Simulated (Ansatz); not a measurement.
# ZnAu: the cost of one run

Program: Ansatz 0.2.0. Level of theory: DFT r2SCAN, scalar-relativistic, plane waves, PAW. These are calculated values, not measurements.

1 further run of the same task is left out (set aside as unsound or not needed).

**1. The structure to begin with**

The structure is cubic, space group Pm-3m (No. 221). The conventional cell has a = 3.147 Å, b = 3.147 Å, c = 3.147 Å, α = 90.00°, β = 90.00°, γ = 90.00°. Around Zn (site symmetry m-3m) lie 8 Au at 2.73 Å. Around Au (site symmetry m-3m) lie 8 Zn at 2.73 Å.

Coordinates:

```cif
data_structure
_symmetry_space_group_name_H-M 'P 1'
_symmetry_Int_Tables_number 1
_cell_length_a 3.1470
_cell_length_b 3.1470
_cell_length_c 3.1470
_cell_angle_alpha 90.000
_cell_angle_beta 90.000
_cell_angle_gamma 90.000
_cell_volume 31.17
loop_
_atom_site_label
_atom_site_type_symbol
_atom_site_fract_x
_atom_site_fract_y
_atom_site_fract_z
_atom_site_occupancy
Zn1 Zn 0.50000 0.50000 0.50000 1
Au1 Au 0.00000 0.00000 0.00000 1
```

The structure comes from the Crystallography Open Database.

**2. Functional and cell changed: r2SCAN**

What differs from the listed cell: strain xx, yy, zz, yz, xz, xy = +1.3, +1.3, +1.3, +0.0, +0.0, +0.0 %.

Input file input.yaml:

```yaml
crystal:
  lattice:
    - [3.1872816, 0.0, 0.0]
    - [0.0, 3.1872816, 0.0]
    - [0.0, 0.0, 3.1872816]
  atoms:
    - { symbol: Zn, position: [0.5, 0.5, 0.5] }
    - { symbol: Au, position: [0.0, 0.0, 0.0] }
basis:
  ecutwfc: 500
kpoints:
  mp_grid: { grid: [14, 14, 14] }
hamiltonian:
  xc: r2scan
scf:
  occupations: { method: gaussian, width: 0.1 }
output:
  forces: true
  stress: true
  eigenvalues: true
```

**Question.** How long does this run take on 1 thread of an Arm CPU, shared host, and how much memory does it need?

About 8.7 s, with a peak of 0.42 GiB.
